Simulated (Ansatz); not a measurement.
# Pd: how the settings move a single-point run

How sensitive is a single-point run of Pd to its settings? A reference run comes first, then one run with altered input.

Method: reference: DFT, PBE, PAW with Ansatz's default frozen-core files, scalar-relativistic, in Ansatz 0.2.0.

**1. The structure to begin with**

The structure is hexagonal, space group P6_3/mmc (No. 194). The conventional cell has a = 2.784 Å, b = 2.784 Å, c = 4.629 Å, α = 90.00°, β = 90.00°, γ = 120.00°. Pd (site symmetry -6m2) is surrounded by 12 Pd at 2.78 to 2.82 Å.

Structure file:

```
CELL_PARAMETERS angstrom
2.78367 0.00000 0.00000
-1.39183 2.41072 0.00000
0.00000 0.00000 4.62889
ATOMIC_POSITIONS crystal
Pd 0.66667 0.33333 0.75000
Pd 0.33333 0.66667 0.25000
```

**2. Baseline**

input.yaml

```yaml
crystal:
  lattice:
    - [2.7836650458, 0.0, 0.0]
    - [-1.3918325229, 2.4107246453, 0.0]
    - [0.0, 0.0, 4.628893]
  atoms:
    - { symbol: Pd, position: [0.6666666667, 0.3333333333, 0.75], spin: 0.3, spin_axis: [1.0, 0.0, 0.0] }
    - { symbol: Pd, position: [0.3333333333, 0.6666666667, 0.25], spin: 0.3, spin_axis: [1.0, 0.0, 0.0] }
magnetization:
  noncollinear: true
  spin_spiral: { q: [0.0, 0.0, 0.0] }
kpoints:
  mp_grid: { grid: [18, 18, 6] }
scf:
  occupations: { method: fermi_dirac, width: 0.05 }
  lower_state_search: "off"
hamiltonian:
  xc: pbe
  pseudopotentials: { kind: paw }
output:
  eigenvalues: false
```

Launch:

```bash
$ ansatz run input.yaml --threads 2 --pin off --max-ram 5120MiB --backend cpu --events-out ev --progress --plain --runs-dir out
```

**3. Changed: starting moments, lock_directions true**

input.yaml

```yaml
crystal:
  lattice:
    - [2.7836650458, 0.0, 0.0]
    - [-1.3918325229, 2.4107246453, 0.0]
    - [0.0, 0.0, 4.628893]
  atoms:
    - { symbol: Pd, position: [0.6666666667, 0.3333333333, 0.75], spin: 0.3, spin_axis: [0.25881905, 0.0, 0.96592583] }
    - { symbol: Pd, position: [0.3333333333, 0.6666666667, 0.25], spin: 0.3, spin_axis: [0.25881905, 0.0, 0.96592583] }
magnetization:
  noncollinear: true
  spin_spiral: { q: [0.0, 0.0, 0.0] }
  spin_locking: { lock_directions: true }
kpoints:
  mp_grid: { grid: [18, 18, 6] }
scf:
  occupations: { method: fermi_dirac, width: 0.05 }
  lower_state_search: "off"
hamiltonian:
  xc: pbe
  pseudopotentials: { kind: paw }
output:
  eigenvalues: false
```

What does the calculation give? Wanted: for each run, ending; energy change; abs. moment.

**Answer**, as computed:

| run | ending | energy change | abs. moment (μB) | cycles | time |
| --- | --- | --- | --- | --- | --- |
| reference | converged | 0 | 0.72 | 14 | 70 s |
| 1: starting moments, lock_directions true | converged | 0.0 meV/atom | 0.72 | 14 | 15 min |

Residual by cycle in the longest SCF loop of each run; runs are numbered as in the table. The quantity is the density residual dr2, in eV.

```csv
cycle,reference,run 1
1,7.22,7.22
2,2.41,2.41
3,0.107,0.074
5,0.00132,2.0e-4
6,6.2e-5,3.3e-5
7,3.1e-5,7.5e-4
8,2.2e-6,4.6e-5
9,1.5e-6,7.3e-7
10,3.0e-7,3.6e-8
12,8.3e-8,7.1e-9
13,1.1e-8,4.6e-10
14,2.1e-9,1.5e-11
```

The changed input (constraint on the moments) leaves the energy the same to the digits printed. Cost: 15 min against 70 s.
